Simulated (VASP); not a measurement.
InP:

```
In P
1.0
     0.00000    2.93050    2.93050
     2.93050    0.00000    2.93050
     2.93050    2.93050    0.00000
In P
1 1
Direct
  0.00000 0.00000 0.00000
  0.25000 0.25000 0.25000
```

```yaml
Program: VASP 6.6.1
Task: relaxation of cell and atoms
Functional: r2SCAN
Potentials_or_basis: VASP PAW PBE potentials, release 64 (In_d, P)
Cutoff: 600 eV
k_mesh: 8 × 8 × 8
Occupations: gaussian, width 0.03 eV
Spin: no spin polarisation
```

At the start: pressure 1.6 GPa; volume 25.17 Å³/atom.

**Question.** How do energy, volume and symmetry change on relaxing?

**Answer.** Over 3 steps the energy falls by 2.8 meV/atom and the volume is 25.73 Å³/atom (+2.2 %); space group F-43m (No. 216, to 0.05 Å).

The path:
```
step  energy change (eV)  largest force (eV/Å)  pressure (GPa)  volume (Å³)
   1              0.0000                0.0000            1.62        50.33
   2             -0.0032                0.0000           -0.91        52.21
   3             -0.0055                0.0000            0.02        51.45
```

Final structure:
```cif
data_structure
_symmetry_space_group_name_H-M 'P 1'
_symmetry_Int_Tables_number 1
_cell_length_a 4.1748
_cell_length_b 4.1748
_cell_length_c 4.1748
_cell_angle_alpha 60.000
_cell_angle_beta 60.000
_cell_angle_gamma 60.000
_cell_volume 51.45
loop_
_atom_site_label
_atom_site_type_symbol
_atom_site_fract_x
_atom_site_fract_y
_atom_site_fract_z
_atom_site_occupancy
In1 In 0.00000 0.00000 0.00000 1
P1 P 0.25000 0.25000 0.25000 1
```

Caveat: the PAW data sets were made with another functional, which shifts forces and pressure a little.
